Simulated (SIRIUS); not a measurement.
TaN:

```
Ta N
1.0
     0.00000    2.21132    2.21132
     2.21132    0.00000    2.21132
     2.21132    2.21132    0.00000
Ta N
1 1
Direct
  0.50000 0.50000 0.50000
  0.00000 0.00000 0.00000
```

The cell comes from a database or a generator and needn't be the stable form of this composition.

Base run:

- Program: SIRIUS 7.12.0
- Functional: PBEsol
- Potentials or basis: PseudoDojo 0.4.1 PBE standard (scalar relativistic)
- Cutoff: 1152 eV
- Density cutoff: 4606 eV
- k mesh: 10 × 10 × 10
- Occupations: fermi-dirac, width 0.05 eV
- Spin: no spin polarisation

Its results: band gap on the k mesh none (metal or under the smearing width); pressure -10.0 GPa.

Q: The run is repeated on the same cell with these changes: functional from PBEsol to PW91; libxc names from ["XC_GGA_X_PBE_SOL", "XC_GGA_C_PBE_SOL"] to ["XC_GGA_X_PW91", "XC_GGA_C_PW91"]. What comes out?

A: Band gap on the k mesh none (metal or under the smearing width); pressure -1.3 GPa.

Caveats: the potentials were made for another functional, which shifts forces and pressure.

Not every run made on this cell is shown here.
